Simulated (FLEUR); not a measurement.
**CoO: single point with PBE**

CoO:

```
Co O
1.0
    -1.50800    1.50800    2.10725
     1.50800   -1.50800    2.10725
     1.50800    1.50800   -2.10725
Co O
1 1
Direct
  0.00000 0.00000 0.00000
  0.50000 0.50000 0.00000
```

```
Program                  : FLEUR MaX-R8.1 (patched build s14)
Task                     : single point
Functional               : PBE
Potentials or basis      : all-electron
Basis                    : FLAPW
Kmax                     : 4.39 1/bohr
k mesh                   : 12 × 12 × 12
Occupations              : fermi-dirac, width 0.05 eV
Spin                     : collinear spin, ferromagnetic start
Starting moments         : [2.0, 0.0] μB
Gmax                     : 13.6 1/bohr
Muffin-tin radii         : Co 2.03, O 1.55 bohr
lmax                     : Co 8, O 6
Local orbitals a species : Co 5, O 3
Max iterations           : 60
Mixing factor            : 0.05
Mixer                    : Anderson
Mixer history            : 15
Density convergence      : 1e-05 me/bohr^3
```

```json
{
  "Band gap on the k mesh": "none (metal or under the smearing width)",
  "Net moment": "2.92 μB per cell",
  "Site moments": "Co +2.55; O +0.30 μB",
  "Valence electrons inside the program's atomic spheres": "Co 15.09; O 4.98 (radii Co 2.03, O 1.55 bohr)"
}
```

Levels at points of the mesh, in eV from the Fermi level:
Spin up:
```
           k point  band 9  band 10  band 11  band 12  band 13  band 14  band 15  band 16  band 17  band 18
(0.00, 0.00, 0.00)   -3.20    -3.20    -3.15    -3.15    -3.01     0.94    16.74    18.04    18.04    18.10
(0.00, 0.00, 0.50)   -4.01    -2.96    -2.42    -2.10    -2.02     5.81     9.74    11.67    15.70    15.89
(0.00, 0.50, 0.00)   -2.39    -2.34    -1.81     0.06     0.14     4.98     9.34    13.25    13.52    20.46
(0.50, 0.50, 0.50)   -3.92    -2.92    -2.43    -2.11    -2.11     5.82     9.89    11.55    15.65    15.65
```
Spin down:
| k point | band 8 | band 9 | band 10 | band 11 | band 12 | band 13 |
| --- | --- | --- | --- | --- | --- | --- |
| (0.00, 0.00, 0.00) | -2.65 | -1.14 | -1.14 | -1.10 | 0.04 | 0.09 |
| (0.00, 0.00, 0.50) | -3.87 | -2.28 | 0.11 | 0.16 | 0.53 | 1.04 |
| (0.00, 0.50, 0.00) | -4.71 | -0.15 | -0.10 | 0.18 | 2.73 | 2.77 |
| (0.50, 0.50, 0.50) | -3.96 | -2.29 | 0.15 | 0.15 | 0.61 | 1.00 |

Core levels (eV from the Fermi level):
```
atom                                                   levels
1 Co  1s1/2 -7584.4, 2s1/2 -892.1, 2p1/2 -772.8, 2p3/2 -758.0
 2 O                                             1s1/2 -506.7
```

Run time: 13 min on 1 thread of Intel(R) Xeon(R) Platinum 8488C (Sapphire Rapids) (shared host), peak memory 0.06 GiB.

Caveat: a cell with one magnetic atom can't hold antiferromagnetic order, which such compounds often take; semilocal functionals often make such compounds metallic where correlation or magnetic order opens a gap, which also shifts bond lengths. With open d or f shells a metallic result of PBE can be an artefact of self-interaction; +U or a hybrid may open a gap.
